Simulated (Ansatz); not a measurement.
ZnO (zincite):

```
CELL_PARAMETERS angstrom
3.24931 0.00000 0.00000
-1.62465 2.81398 0.00000
0.00000 0.00000 5.20571
ATOMIC_POSITIONS crystal
Zn 0.66667 0.33333 0.00000
Zn 0.33333 0.66667 0.50000
O 0.33333 0.66667 0.87901
O 0.66667 0.33333 0.37901
```

| Quantity | Value |
| --- | --- |
| Program | Ansatz 0.2.0 |
| Task | relaxation of cell and atoms |
| Functional | RPBE |
| Potentials or basis | Ansatz PAW |
| Cutoff | 420 eV (not typed: the program's choice for these potentials) |
| k mesh | 9 × 9 × 5 |
| Occupations | fermi-dirac, width 0.05 eV |
| Spin | no spin polarisation |

At the start: volume 11.90 Å³/atom.

**Question.** Where does the relaxation end?

**Answer.** It ends after 10 steps and the volume is 12.76 Å³/atom (+7.3 %); space group P6_3mc (No. 186, to 0.05 Å).

The path:
```tsv
step	energy change (eV)	largest force (eV/Å)	volume (Å³)
1	0.0000	0.0765	47.60
2	-0.0640	0.0465	49.24
3	-0.0792	0.0292	50.69
4	-0.0794	0.0074	50.69
5	-0.0790	0.0005	50.84
6	-0.0969	0.0002	50.84
7	-0.0965	0.0001	51.04
8	-0.0973	0.0001	51.04
9	-0.0972	0.0001	51.05
10	-0.0973	0.0001	51.05
```

Final structure:
```
Zn O
1.0
     3.31843    0.00000    0.00000
    -1.65921    2.87384    0.00000
     0.00000    0.00000    5.35324
Zn O
2 2
Direct
  0.66667 0.33333 0.99983
  0.33333 0.66667 0.49983
  0.33333 0.66667 0.87918
  0.66667 0.33333 0.37918
```

Caveat: the plane-wave basis is chosen anew once the cell has moved, so the energies of steps on either side of that aren't comparable; the pressure holds a Pulay correction of +0.6 GPa for the finite cutoff; the PAW data sets come from PBE, with cores solved anew for the run's functional, which leaves a small shift of forces and pressure.
